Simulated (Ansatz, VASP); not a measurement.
Y: VASP beside Ansatz

INCAR

```
SYSTEM = Y
PREC = Accurate
ENCUT = 520
EDIFF = 1E-6
ISMEAR = 0
SIGMA = 0.15
LREAL = .False.
LASPH = .True.
NELM = 60
ALGO = Fast
ISIF = 2
LWAVE = .False.
LCHARG = .True.
GGA = PS
LELF = .True.
LVHAR = .True.
NBANDS = 12
```

KPOINTS

```
Automatic mesh
0
Gamma
  16 16 16
  0 0 0
```

The input POSCAR:

```
Y
1.0
    0.0000000000      2.5844000000      2.6838000000
    2.5844000000      0.0000000000      2.6838000000
    2.5844000000      2.5844000000      0.0000000000
Y
1
Direct
    0.0000000000      0.0000000000      0.0000000000
```

Input for Ansatz:

```yaml
crystal:
  lattice:
    - [0.0, 2.5844, 2.6838]
    - [2.5844, 0.0, 2.6838]
    - [2.5844, 2.5844, 0.0]
  atoms:
    - { symbol: "Y", position: [0.0, 0.0, 0.0] }
basis:
  ecutwfc: 420
kpoints:
  mp_grid: { grid: [16, 16, 16] }
hamiltonian:
  xc: pbesol
scf:
  occupations: { method: gaussian, width: 0.15 }
output:
  forces: true
  stress: true
  eigenvalues: true
```

Change from the starting cell: strain +0.040 along x and y, +0.080 along z, atoms carried along.

Alike in both runs: task single point; functional PBEsol; k mesh 16 × 16 × 16; occupations gaussian, width 0.15 eV; no spin polarisation.

|  | VASP | Ansatz |
| --- | --- | --- |
| version | VASP 6.6.1 | Ansatz 0.2.0 |
| potentials or method | VASP PAW PBE potentials, release 64 (Y_sv) | scalar-relativistic, plane waves, PAW |
| plane-wave cutoff (eV) | 520 | 420 |
| valence electrons in the cell | 11 | 11 |

|  | VASP | Ansatz | Ansatz less VASP |
| --- | --- | --- | --- |
| gap on the k mesh at the Fermi level (eV) | none | none | - |
| pressure (GPa) | -5.0 | -4.9 | +0.07 |
| largest component of the traceless stress (GPa) | 0.69 | 0.69 | -0.006 |

A gap of «none» marks a metal or a gap that the smearing closes.

Caveats: the PAW data sets were made with another functional, which shifts forces and pressure a little (VASP).
